**Valley crossings in the band gap of compressed GaAs (r2SCAN)**

The table holds the band gap and the least direct gap of zincblende GaAs at the relaxed volume and five hydrostatically compressed volumes, from plane-wave PAW calculations with r2SCAN and no spin-orbit coupling. The program tests a single deformation potential, separate curves for the Γ and X valleys, $d^{-2}$ scaling and a constant pressure coefficient, with a Birch-Murnaghan fit to the pressures of the same runs. One line through the band gap misses by up to 109 meV, while $A(V_0/V)^{2/3}-C$ follows the direct gap within the rounding, and linearity in pressure overshoots by 184 meV at 9.33 GPa. The lower of the Γ and X curves misses only the row with the minimum at L, by 12 meV. Set against rough recalled values, the relaxed gap is about 0.5 eV short and the Γ–X crossing at 6.98 GPa is late; a rise of Γ by about 0.3 eV relative to X would mend the crossing.

DFT calculations with Ansatz 0.2.0 for bulk GaAs (space group F-43m, two atoms per cell), using the r2SCAN functional, PAW potentials and a plane-wave cutoff of 500 eV. All rows use an 8×8×8 k mesh and fixed occupations, without spin polarisation or spin-orbit coupling.

## Program and output

```python
# Table: band gap and least direct gap of zincblende GaAs at six volumes (Ansatz 0.2.0, r2SCAN, PAW, 500 eV,
# 8x8x8, no spin-orbit). Tested: one deformation potential, valley-by-valley lines, d^-2 scaling, linearity in P.
T = {
    'vol': [20.536, 20.754, 20.818, 20.979, 21.076, 22.739],  # Å³/atom
    'd_min': [2.372, 2.38, 2.382, 2.389, 2.392, 2.454],  # Å
    'band_gap': [1.575, 1.598, 1.604, 1.609, 1.587, 0.962],  # eV
    'least_direct_gap': [1.807, 1.717, 1.691, 1.626, 1.587, 0.962],  # eV
}
import numpy as np
from scipy.optimize import curve_fit, brentq
from scipy.integrate import quad
from scipy.constants import e
V, d, G, D = (np.array(T[k], float) for k in ("vol", "d_min", "band_gap", "least_direct_gap"))
# further outputs of the same runs: valley of the conduction minimum, pressure (GPa), end-row energies and valence tops (eV)
val = ["X", "X", "X", "L", "Gamma", "Gamma"]
P = np.array([9.328456, 8.169723, 7.839192, 7.031853, 6.560746, 0.011617])
dE, vb = -8655.63745 + 8655.75443, (9.30959, 7.848115)
GAP, PX, SO = 1.5, 4.0, 0.1  # rough recalled values: measured gap eV, Gamma-X crossing GPa, spin-orbit rise of valence top eV
x = np.log(V / V[-1])
f = lambda a, p=1: " ".join("%+.*f" % (p, t) for t in a)
def bm(v, v0, b, bp):
    r = (v0 / v) ** (1 / 3)
    return 1.5 * b * (r**7 - r**5) * (1 + 0.75 * (bp - 4) * (r**2 - 1))
eos, cov = curve_fit(bm, V, P, p0=[V[-1], 70, 4.5])
Px = lambda t: bm(V[-1] * np.exp(t), *eos)
print("vol A^3, x=ln(V/V0), P GPa, valley, direct gap minus gap meV")
for r in zip(V, x, P, val, 1e3 * (D - G)): print("  %.3f %+.4f %.2f %s %.0f" % r)
print("rounding: gaps 0.5 meV; volume adds %.1f meV to the direct gap" % (8.3 * 0.5 / V.mean()))
print("relaxed cell: cubic edge %.3f A; bond shortening first row %.1f %%" % ((8 * V[-1]) ** (1 / 3), 100 * (1 - d[0] / d[-1])))
print("Birch-Murnaghan: V0 %.3f A^3, B0 %.1f GPa, B' %.2f, worst P misfit %.3f GPa" % (*eos, abs(bm(V, *eos) - P).max()))
print("  correlation of B0 and B' %.3f" % (cov[1, 2] / np.sqrt(cov[1, 1] * cov[2, 2])))
print("  energy first-last row: integral of P dV %.4f eV, run %.4f eV" % (2 * quad(bm, V[0], V[-1], args=tuple(eos))[0] * 1e-21 / e, dE))
c = np.polyfit(x, G, 1)
print("one line through band gap: slope %.2f eV, misfit meV %s" % (c[0], f(1e3 * (G - np.polyval(c, x)))))
print("band gap slopes dE/dlnV between rows, eV:", f(np.diff(G) / np.diff(x)))
print("direct gap slopes dE/dlnV between rows, eV:", f(np.diff(D) / np.diff(x)))
u = lambda t: np.exp(-2 * t / 3)
for name, s in (("line in lnV", x), ("A V^(-2/3) - C", u(x))):
    c, c5 = np.polyfit(s, D, 1), np.polyfit(s[:5], D[:5], 1)
    print("Gamma, %s: coefficients %.3f %.3f eV, misfit meV %s" % (name, *c, f(1e3 * (D - np.polyval(c, s)))))
    print("  fit to five compressed rows, predicted minus table for relaxed row %+.1f meV" % (1e3 * (np.polyval(c5, s[5]) - D[5])))
Eg = lambda t: np.polyval(c, u(t))
a0, a1 = -2 / 3 * c[0], -2 / 3 * c[0] * u(x[0])
print("Gamma slope: %.2f eV at V0, %.2f eV at first row; local exponent in d at V0 %.0f" % (a0, a1, 3 * a0 / D[5]))
print("pure d^-2 scaling: slope %.2f eV (factor %.0f too small), first row %.3f eV against %.3f" % (-2 / 3 * D[5], -1.5 * a0 / D[5], D[5] * (d[5] / d[0]) ** 2, D[0]))
k0 = -a0 / eos[1]
print("dE/dP Gamma: %.0f meV/GPa at V0, %.0f between first two rows" % (1e3 * k0, 1e3 * (D[0] - D[1]) / (P[0] - P[1])))
print("  linear in P gives %.3f eV at first row, too high by %.0f meV" % (D[5] + k0 * P[0], 1e3 * (D[5] + k0 * P[0] - D[0])))
print("  local bulk modulus between first two rows %.0f GPa" % (-(P[1] - P[0]) / (x[1] - x[0])))
cx = np.polyfit(x[:3], G[:3], 1)
Ex = lambda t: np.polyval(cx, t)
print("X line (3 rows): slope %+.2f eV, rounding about %.2f eV; dE/dP %.0f meV/GPa" % (cx[0], 1e-3 / (x[2] - x[0]), 1e3 * (G[0] - G[2]) / (P[0] - P[2])))
print("gap minus lower of Gamma and X models, meV:", f(1e3 * (G - np.minimum(Eg(x), Ex(x)))))
print("L row: L %.3f, X extrapolated %.3f, Gamma %.3f eV; X-L %.0f, Gamma-L %.0f meV" % (G[3], Ex(x[3]), D[3], 1e3 * (Ex(x[3]) - G[3]), 1e3 * (D[3] - G[3])))
print("L slope bounds from neighbouring rows: %.1f to %+.1f eV" % ((G[4] - G[3]) / (x[4] - x[3]), (G[3] - G[2]) / (x[3] - x[2])))
print("L lowest at most from %.2f to %.2f GPa (width under %.2f GPa)" % (P[4], P[2], P[2] - P[4]))
cross = lambda s: brentq(lambda t: Eg(t) + s - Ex(t), -0.2, 0.05)
print("Gamma-X crossing: V %.3f A^3, P %.2f GPa" % (V[-1] * np.exp(cross(0)), Px(cross(0))))
for s in (0.01, 0.1, 0.3): print("  Gamma raised %.2f eV against X: crossing at %.2f GPa" % (s, Px(cross(s))))
x4 = brentq(lambda t: Px(t) - PX, -0.2, 0)
print("  rise needed for rough recalled %.0f GPa: %.2f eV; X-Gamma at V0, long extrapolation, %.2f eV" % (PX, Ex(x4) - Eg(x4), Ex(0) - D[5]))
print("relaxed gap short of rough recalled %.1f eV by %.2f eV (%.0f %%); with rough spin-orbit %.2f eV" % (GAP, GAP - G[5], 100 * (1 - G[5] / GAP), GAP - G[5] + SO))
xg = brentq(lambda t: Eg(t) - GAP, -0.2, 0)
print("  edge change needed for that gap %.1f %% (P %.1f GPa); 0.1 %% shorter edge adds %.0f meV" % (100 * (np.exp(xg / 3) - 1), Px(xg), -3 * a0))
print("raw valence top slope %.1f eV (cell-dependent energy zero)" % ((vb[1] - vb[0]) / (x[5] - x[0])))
assert np.all(np.diff(D) < 0) and cx[0] > 0 > a0
assert all((abs(D[i] - G[i]) < 1e-3) == (val[i] == "Gamma") for i in range(6))
assert 0.002 < Ex(x[3]) - G[3] < 0.03 and G.argmax() == 3
assert 3.5 < eos[2] < 5.5
```

It prints:

```
vol A^3, x=ln(V/V0), P GPa, valley, direct gap minus gap meV
  20.536 -0.1019 9.33 X 232
  20.754 -0.0913 8.17 X 119
  20.818 -0.0883 7.84 X 87
  20.979 -0.0806 7.03 L 17
  21.076 -0.0759 6.56 Gamma 0
  22.739 +0.0000 0.01 Gamma 0
rounding: gaps 0.5 meV; volume adds 0.2 meV to the direct gap
relaxed cell: cubic edge 5.666 A; bond shortening first row 3.3 %
Birch-Murnaghan: V0 22.743 A^3, B0 72.7 GPa, B' 4.48, worst P misfit 0.002 GPa
  correlation of B0 and B' -0.958
  energy first-last row: integral of P dV 0.1170 eV, run 0.1170 eV
one line through band gap: slope -6.75 eV, misfit meV -109.3 -15.0 +11.8 +68.8 +78.0 -34.3
band gap slopes dE/dlnV between rows, eV: +2.2 +1.9 +0.6 -4.8 -8.2
direct gap slopes dE/dlnV between rows, eV: -8.5 -8.4 -8.4 -8.5 -8.2
Gamma, line in lnV: coefficients -8.273 0.961 eV, misfit meV +2.9 +0.3 -0.3 -1.5 -2.4 +0.9
  fit to five compressed rows, predicted minus table for relaxed row -18.6 meV
Gamma, A V^(-2/3) - C: coefficients 12.025 -11.063 eV, misfit meV -0.4 -0.2 +0.0 +0.4 +0.3 -0.2
  fit to five compressed rows, predicted minus table for relaxed row +3.0 meV
Gamma slope: -8.02 eV at V0, -8.58 eV at first row; local exponent in d at V0 -25
pure d^-2 scaling: slope -0.64 eV (factor 12 too small), first row 1.030 eV against 1.807
dE/dP Gamma: 110 meV/GPa at V0, 78 between first two rows
  linear in P gives 1.991 eV at first row, too high by 184 meV
  local bulk modulus between first two rows 110 GPa
X line (3 rows): slope +2.14 eV, rounding about 0.07 eV; dE/dP -19 meV/GPa
gap minus lower of Gamma and X models, meV: -0.1 +0.3 -0.3 -11.7 +0.3 -0.2
L row: L 1.609, X extrapolated 1.621, Gamma 1.626 eV; X-L 12, Gamma-L 17 meV
L slope bounds from neighbouring rows: -4.8 to +0.6 eV
L lowest at most from 6.56 to 7.84 GPa (width under 1.28 GPa)
Gamma-X crossing: V 20.989 A^3, P 6.98 GPa
  Gamma raised 0.01 eV against X: crossing at 6.89 GPa
  Gamma raised 0.10 eV against X: crossing at 6.03 GPa
  Gamma raised 0.30 eV against X: crossing at 4.22 GPa
  rise needed for rough recalled 4 GPa: 0.33 eV; X-Gamma at V0, long extrapolation, 0.83 eV
relaxed gap short of rough recalled 1.5 eV by 0.54 eV (36 %); with rough spin-orbit 0.64 eV
  edge change needed for that gap -2.2 % (P 5.5 GPa); 0.1 % shorter edge adds 24 meV
raw valence top slope -14.3 eV (cell-dependent energy zero)
```
